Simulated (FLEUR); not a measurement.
# C (Fd-3m) in FLEUR: further runs

The runs below take C through band structure, equation of state, with LDA (Wigner correlation).

Everything below comes from runs of FLEUR MaX-R8.1 (later development tree). Logs are shortened: lines on timing, memory, paths and dates and some standing lists are left out, and cuts for length are marked.

**Experimental background.**

“Equation of state of cubic boron nitride at high pressures and temperatures”, 2007, arxiv:cond-mat/0702656 quotes, for a bulk crystal of C: bulk modulus 442 ± 5 GPa.

The results are compared with them further down.

## (1) The crystal as given

Symmetry: Fd-3m, No. 227, cubic system. Conventional cell: a = 3.567 Å, b = 3.567 Å, c = 3.567 Å, α = 90.00°, β = 90.00°, γ = 90.00°. C (site symmetry -43m) is surrounded by 4 C at 1.54 Å.

This isn't the form of C at room conditions, which is graphite.

## (2) Band structure, LDA (Wigner correlation)

The input, inp.xml:

```xml
<?xml version="1.0" encoding="UTF-8" standalone="no"?>
<fleurInput fleurInputVersion="0.39">
   <comment>
      C                                                                                                   
   </comment>
   <calculationSetup>
      <cutoffs Kmax="5.19" Gmax="16.1" GmaxXC="16.1" numbands="0"/>
      <scfLoop itmax="60" minDistance="0.00001" maxIterBroyd="15" imix="Anderson" alpha="0.05" precondParam="0.0" spinf="2.0" sdNocoIR="T"/>
      <coreElectrons ctail="T" frcor="F" kcrel="0" coretail_lmax="0"/>
      <xcFunctional name="wign" relativisticCorrections="F"/>
      <magnetism jspins="1"/>
      <soc l_soc="F" theta="0.0" phi="0.0" spav="F"/>
      <expertModes spex="0" secvar="F"/>
      <geometryOptimization l_f="F" forcealpha="1.0" forcemix="BFGS" epsdisp="0.00001" epsforce="0.00001"/>
      <ldaU l_linMix="F" mixParam="0.05" spinf="1.0"/>
   </calculationSetup>
   <cell>
      <bzIntegration valenceElectrons="8.0" mode="hist" fermiSmearingEnergy="0.00183747">
         <kPointListSelection listName="default-1"/>
         <!-- k-points included here -->
         <xi:include xmlns:xi="http://www.w3.org/2001/XInclude" href="kpts.xml"> </xi:include>
      </bzIntegration>
      <!-- symmetry operations included here -->
      <xi:include xmlns:xi="http://www.w3.org/2001/XInclude" href="sym.xml"> </xi:include>
      <bulkLattice scale="1.0">
         <bravaisMatrix>
            <row-1>    0.0000000000000000     3.3700808788279017     3.3700808788279017</row-1>
            <row-2>    3.3700808788279017     0.0000000000000000     3.3700808788279017</row-2>
            <row-3>    3.3700808788279017     3.3700808788279017     0.0000000000000000</row-3>
         </bravaisMatrix>
      </bulkLattice>
   </cell>
   <atomSpecies>
      <species name="Carbon (C)" element="C" atomicNumber="6">
         <mtSphere radius="1.35" gridPoints="447" logIncrement="0.023"/>
         <atomicCutoffs lmax="8" lnonsphr="6"/>
         <electronConfig flipSpins="F">
            <coreConfig>(1s1/2)</coreConfig>
            <valenceConfig>(2s1/2) (2p1/2) (2p3/2)</valenceConfig>
            <stateOccupation state="(2p1/2)" spinUp="0.333333" spinDown="0.333333"/>
            <stateOccupation state="(2p3/2)" spinUp="0.666667" spinDown="0.666667"/>
         </electronConfig>
         <energyParameters s="2" p="2" d="3" f="4"/>
         <lo type="SCLO" l="0" n="2" eDeriv="2"/>
         <lo type="SCLO" l="1" n="2" eDeriv="2"/>
         <lo type="SCLO" l="2" n="3" eDeriv="2"/>
      </species>
   </atomSpecies>
   <atomGroups>
      <atomGroup species="Carbon (C)">
         <relPos label="                   1">-3.000/8.000 -3.000/8.000 -3.000/8.000</relPos>
         <relPos label="                   2">3.000/8.000 3.000/8.000 3.000/8.000</relPos>
         <force calculate="T" relaxXYZ="TTT"/>
      </atomGroup>
   </atomGroups>
   <output dos="F" band="F" slice="F">
      <checks vchk="F" cdinf="F"/>
      <bandDOS minEnergy="-.5*Htr" maxEnergy="0.5*Htr" sigma="0.015" storeEVData="T"/>
      <vacuumDOS vacdos="F" integ="F" star="F" nstars="0" locx1="0.0" locy1="0.0" locx2="0.0" locy2="0.0" nstm="0" tworkf="0.0"/>
      <unfoldingBand unfoldBand="F" supercellX="1" supercellY="1" supercellZ="1"/>
      <plotting iplot="0" polar="F">
         <plot TwoD="T" vec1="  1.0  0.0  0.0" vec2="  0.0  1.0  0.0" vec3="  0.0  0.0  1.0" zero="  0.0  0.0  0.0" file="plot"/>
      </plotting>
      <chargeDensitySlicing numkpt="0" minEigenval="0.0" maxEigenval="0.0" nnne="0" pallst="F"/>
      <specialOutput eonly="F"/>
      <moessbauerParams electricFieldGradient="T" isomerShift="T" coreHyperfine="T" valenceHyperfine="T"/>
      <magneticCircularDichroism mcd="F" energyLo="-10.0" energyUp="0.0"/>
   </output>
  <!-- We include the file relax.xml here to enable relaxations (see documentation) -->
  <xi:include xmlns:xi="http://www.w3.org/2001/XInclude" href="relax.xml"> <xi:fallback/> </xi:include>
</fleurInput>
```

The input, crystal.txt:

```
C
&input cartesian=F /
0.0000000000  1.7833700000  1.7833700000
1.7833700000  0.0000000000  1.7833700000
1.7833700000  1.7833700000  0.0000000000
1.8897261246
1.0 1.0 1.0

2
6 0.7500000000  0.7500000000  0.7500000000
6 0.5000000000  0.5000000000  0.5000000000

&kpt div1=13 div2=13 div3=13 gamma=T /
```

The input, inp.xml (bands):

```
<?xml version="1.0" encoding="UTF-8" standalone="no"?>
<fleurInput fleurInputVersion="0.39">
   <comment>
      C                                                                                                   
   </comment>
   <calculationSetup>
      <cutoffs Kmax="5.19" Gmax="16.1" GmaxXC="16.1" numbands="0"/>
      <scfLoop itmax="60" minDistance="0.00001" maxIterBroyd="15" imix="Anderson" alpha="0.05" precondParam="0.0" spinf="2.0" sdNocoIR="T"/>
      <coreElectrons ctail="T" frcor="F" kcrel="0" coretail_lmax="0"/>
      <xcFunctional name="wign" relativisticCorrections="F"/>
      <magnetism jspins="1"/>
      <soc l_soc="F" theta="0.0" phi="0.0" spav="F"/>
      <expertModes spex="0" secvar="F"/>
      <geometryOptimization l_f="F" forcealpha="1.0" forcemix="BFGS" epsdisp="0.00001" epsforce="0.00001"/>
      <ldaU l_linMix="F" mixParam="0.05" spinf="1.0"/>
   </calculationSetup>
   <cell>
      <bzIntegration valenceElectrons="8.0" mode="hist" fermiSmearingEnergy="0.00183747">
         <kPointListSelection listName="path-1"/>
         <!-- k-points included here -->
         <xi:include xmlns:xi="http://www.w3.org/2001/XInclude" href="kpts.xml"> </xi:include>
      </bzIntegration>
      <!-- symmetry operations included here -->
      <xi:include xmlns:xi="http://www.w3.org/2001/XInclude" href="sym.xml"> </xi:include>
      <bulkLattice scale="1.0">
         <bravaisMatrix>
            <row-1>    0.0000000000000000     3.3700808788279017     3.3700808788279017</row-1>
            <row-2>    3.3700808788279017     0.0000000000000000     3.3700808788279017</row-2>
            <row-3>    3.3700808788279017     3.3700808788279017     0.0000000000000000</row-3>
         </bravaisMatrix>
      </bulkLattice>
   </cell>
   <atomSpecies>
      <species name="Carbon (C)" element="C" atomicNumber="6">
         <mtSphere radius="1.35" gridPoints="447" logIncrement="0.023"/>
         <atomicCutoffs lmax="8" lnonsphr="6"/>
         <electronConfig flipSpins="F">
            <coreConfig>(1s1/2)</coreConfig>
            <valenceConfig>(2s1/2) (2p1/2) (2p3/2)</valenceConfig>
            <stateOccupation state="(2p1/2)" spinUp="0.333333" spinDown="0.333333"/>
            <stateOccupation state="(2p3/2)" spinUp="0.666667" spinDown="0.666667"/>
         </electronConfig>
         <energyParameters s="2" p="2" d="3" f="4"/>
         <lo type="SCLO" l="0" n="2" eDeriv="2"/>
         <lo type="SCLO" l="1" n="2" eDeriv="2"/>
         <lo type="SCLO" l="2" n="3" eDeriv="2"/>
      </species>
   </atomSpecies>
   <atomGroups>
      <atomGroup species="Carbon (C)">
         <relPos label="                   1">-3.000/8.000 -3.000/8.000 -3.000/8.000</relPos>
         <relPos label="                   2">3.000/8.000 3.000/8.000 3.000/8.000</relPos>
         <force calculate="T" relaxXYZ="TTT"/>
      </atomGroup>
   </atomGroups>
   <output dos="F" band="T" slice="F">
      <checks vchk="F" cdinf="F"/>
      <bandDOS minEnergy="-.5*Htr" maxEnergy="0.5*Htr" sigma="0.015" storeEVData="T"/>
      <vacuumDOS vacdos="F" integ="F" star="F" nstars="0" locx1="0.0" locy1="0.0" locx2="0.0" locy2="0.0" nstm="0" tworkf="0.0"/>
      <unfoldingBand unfoldBand="F" supercellX="1" supercellY="1" supercellZ="1"/>
      <plotting iplot="0" polar="F">
         <plot TwoD="T" vec1="  1.0  0.0  0.0" vec2="  0.0  1.0  0.0" vec3="  0.0  0.0  1.0" zero="  0.0  0.0  0.0" file="plot"/>
      </plotting>
      <chargeDensitySlicing numkpt="0" minEigenval="0.0" maxEigenval="0.0" nnne="0" pallst="F"/>
      <specialOutput eonly="F"/>
      <moessbauerParams electricFieldGradient="T" isomerShift="T" coreHyperfine="T" valenceHyperfine="T"/>
      <magneticCircularDichroism mcd="F" energyLo="-10.0" energyUp="0.0"/>
   </output>
  <!-- We include the file relax.xml here to enable relaxations (see documentation) -->
  <xi:include xmlns:xi="http://www.w3.org/2001/XInclude" href="relax.xml"> <xi:fallback/> </xi:include>
</fleurInput>
```

Potentials or basis: all-electron, FLAPW.

On the command line:

```console
> inpgen -f crystal.txt -profile fastHighL
> # inp.xml edited to the form shown
> fleur_MPI
> fleur_MPI   # second run, on inp.xml (bands)
```

Output:

```text
Welcome to FLEUR        (www.flapw.de)
      MaX-Release 8.1          (www.max-centre.eu)

 ========== k-point set info ==========
 Selected k-point list: default-1
 k-point list type: mesh
 13 x 13 x 13
 Number of k points: 84

 ------------Calculation Setup---------------------------
 Number of MPI-tasks      :            1
 Number of PE/node        :            1
 Number of OMP-threads    :            1
 Most efficient MPI parallelization for:
           1           2           3           4           6           7          12          14          21          28          42          84
 Additional eigenvalue parallelization possible
 Number of basis functions:          220
 Approximate size of matrices (H+S) per k-point:         0.001 GB
 --------------------------------------------------------
 Iteration:     1   Distance:      26.67146473 me/bohr^3
 Iteration:     2   Distance:      25.10123133 me/bohr^3
 Iteration:     3   Distance:       4.21175707 me/bohr^3
 Iteration:     4   Distance:       1.89931413 me/bohr^3
 Iteration:     5   Distance:       0.27428720 me/bohr^3
 Iteration:     6   Distance:       0.05246635 me/bohr^3
 Iteration:     7   Distance:       0.00928751 me/bohr^3
 Iteration:     8   Distance:       0.00061993 me/bohr^3
 Iteration:     9   Distance:       0.00025013 me/bohr^3
 Iteration:    10   Distance:       0.00000332 me/bohr^3

 ********************************************************************
 Run finished successfully
 Stop message:
   all done
 ********************************************************************
```

output (bands):

```text
Welcome to FLEUR        (www.flapw.de)
      MaX-Release 8.1          (www.max-centre.eu)

 ========== k-point set info ==========
 Selected k-point list: path-1
 k-point list type: path
 Number of k points: 60

 ------------Calculation Setup---------------------------
 Number of MPI-tasks      :            1
 Number of PE/node        :            1
 Number of OMP-threads    :            1
 Most efficient MPI parallelization for:
           1           2           3           4           5           6          10          12          15          20          30          60
 Additional eigenvalue parallelization possible
 Number of basis functions:          220
 Approximate size of matrices (H+S) per k-point:         0.001 GB
 --------------------------------------------------------
 Fermi energy correction for insulators:
 No automatic correction of the Fermi energy has been performed.

 Note: Band structure data (together with different weights) is also stored in the banddos.hdf file.
       A convenient way of extracting and plotting the data from that file is by making use of the

 ********************************************************************
 Run finished successfully
 Stop message:
   Charge density postprocessing done.
 ********************************************************************
```

out.xml (last iteration):

```text
<iteration numberForCurrentRun="   10" overallNumber="   10">
         <energyParameters units="Htr">
            <atomicEP atomType="1" spin="1" branch="2s" branchLowest="-9.18" branchHighest="2.78" value="-0.2532455150"/>
            <atomicEP atomType="1" spin="1" branch="2p" branchLowest="-9.99" branchHighest="2.32" value="-0.0574283481"/>
            <atomicEP atomType="1" spin="1" branch="3d" branchLowest="-9.99" branchHighest="6.94" value="0.1468374818"/>
            <atomicEP atomType="1" spin="1" branch="4f" branchLowest="-9.99" branchHighest="11.63" value="0.3066538574"/>
            <loAtomicEP atomType="1" spin="1" branch="2s" branchLowest="-9.18" branchHighest="2.78" value="-0.2532455150"/>
            <loAtomicEP atomType="1" spin="1" branch="2p" branchLowest="-9.99" branchHighest="2.32" value="-0.0574419901"/>
            <loAtomicEP atomType="1" spin="1" branch="3d" branchLowest="-9.99" branchHighest="6.94" value="0.1468393145"/>
         </energyParameters>
         <eigenvalues>
            <eigenvaluesAt spin="1" ikpt="1" k_x="0.00000000" k_y="0.00000000" k_z="0.00000000">
                      -0.3286801150        0.4568080429        0.4568080429        0.4568080429        0.6595171936
                       0.6595171936        0.6595171936
            </eigenvaluesAt>
            <eigenvaluesAt spin="1" ikpt="2" k_x="0.00000000" k_y="0.00000000" k_z="0.07692308">
                      -0.3226573821        0.4178252831        0.4465151590        0.4465151590        0.6729308685
                       0.6729308685        0.6827741818
            </eigenvaluesAt>
            <eigenvaluesAt spin="1" ikpt="3" k_x="0.00000000" k_y="0.00000000" k_z="0.15384615">
                      -0.3046450970        0.3348512948        0.4233665629        0.4233665629        0.7032441434
                       0.7032441434        0.7213931718
            </eigenvaluesAt>
            <eigenvaluesAt spin="1" ikpt="4" k_x="0.00000000" k_y="0.00000000" k_z="0.23076923">
                      -0.2748370968        0.2396496628        0.3983587315        0.3983587315        0.7336988559
                       0.7336988559        0.7512278863
            </eigenvaluesAt>
         </eigenvalues>
         <bandgap value="4.0359679547" units="eV"/>
         <sumValenceSingleParticleEnergies value="1.0279856629" units="Htr"/>
         <FermiEnergy value="0.4568080429" units="Htr"/>
         <valenceDensity>
            <mtCharges spin="1">
               <mtCharge atomType="1" total="2.0886055" s="0.6402623" p="1.4129472" d="0.0317033" f="0.0030550"/>
            </mtCharges>
            <spinDependentCharge spin="1" total="8.0000000" interstitial="3.8227889" mtSpheres="4.1772111"/>
            <totalCharge value="8.0000000000"/>
         </valenceDensity>
         <coreStates atomType="     1" atomicNumber="  6" spin="1" kinEnergy="     31.4148127907" eigValSum="    -18.3653649514" lostElectrons=" 0.000199">
            <state n="1" l="0" j="0.5" energy="-9.1826824757" weight="1.0000000000"/>
         </coreStates>
         <allElectronCharges>
            <spinDependentCharge spin="1" total="12.0000000" interstitial="3.8231829" mtSpheres="8.1768171"/>
            <totalCharge value="11.9999999965"/>
         </allElectronCharges>
         <moessbauerParams unitsHFF="kG" unitsIS="e/bohr^3" unitsEFG="Htr/bohr^2">
            <coreIsomerShift atomType="1" isTotal="121.52569">
               <shell n="1" l="0" isomerShift="121.52569"/>
            </coreIsomerShift>
            <isomerShift atomType="1" nucleusRadius="0.0000541" averageDensity="125.91434"/>
            <electricFieldGradient atomType="1" VXX="0.00000" VYY="0.00000" VZZ="0.00000" asymParam="0.00000">
            </electricFieldGradient>
         </moessbauerParams>
         <totalEnergy                                    value="      -75.4308789345" units="Htr">
            <sumOfEigenvalues                            value="      -35.7027442400">
               <coreElectrons value="-36.7307299028"/>
               <valenceElectrons value="1.0279856629"/>
            </sumOfEigenvalues>
            <densityCoulombPotentialIntegral value="-97.4567149391"/>
            <densityEffectivePotentialIntegral value="-110.6586020860"/>
            <chargeDenXCDenIntegral value="-10.0375939087"/>
            <FockExchangeEnergyValence value="0.0000000000"/>
            <FockExchangeEnergyCore value="0.0000000000"/>
            <atomTypeDependentContributions atomType="1">
               <electronNucleiInteractionDifferentMTs value="82.8518580011"/>
               <MadelungTerm value="-8.7689274011"/>
            </atomTypeDependentContributions>
            <tkbTimesEntropy value="0.0000000000"/>
            <freeEnergy value="-75.4308789345"/>
            <extrapolationTo0K value="-75.4308789345"/>
         </totalEnergy>
         <densityConvergence units="me/bohr^3">
            <chargeDensity spin="1" distance="0.0000033192"/>
         </densityConvergence>
      </iteration>
```

Run time: 7.5 s. Hardware: 1 thread of Intel Xeon 6975P-C (Granite Rapids), shared host; peak memory 0.05 GiB.

What came out:

| Property | Result |
| --- | --- |
| Free energy | -2052.5788 eV |
| Band gap on the k mesh | 4.04 eV, indirect (least direct gap 5.52 eV) |
| Band gap along the path | 4.03 eV, indirect (least direct gap 5.52 eV) |
| Valence electrons inside the program's atomic spheres | C 2.09 (radii C 1.35 bohr) |

Levels at the corners of the path, in eV from the valence-band top:
```
point  band 2  band 3  band 4  band 5  band 6  band 7
    Γ    0.00    0.00    0.00    5.52    5.52    5.52
    X  -12.65   -6.32   -6.32    4.62    4.62   16.64
    W  -11.80   -8.41   -8.41   10.38   10.38   12.32
    K  -11.62   -9.42   -5.38    5.54   10.60   14.23
    Γ    0.00    0.00    0.00    5.52    5.52    5.52
    L  -13.42   -2.80   -2.80    8.35    8.35    8.98
    U  -11.62   -9.42   -5.38    5.54   10.60   14.23
    W  -11.80   -8.41   -8.41   10.38   10.38   12.32
    L  -13.42   -2.80   -2.80    8.35    8.35    8.98
    K  -11.62   -9.42   -5.38    5.54   10.60   14.23
    U  -11.62   -9.42   -5.38    5.54   10.60   14.23
    X  -12.65   -6.32   -6.32    4.62    4.62   16.64
```

Core levels (eV from the Fermi level):
```csv
atom,levels
1 C,1s1/2 -262.3
2 C,1s1/2 -262.3
```

[end of part 1 of 2]
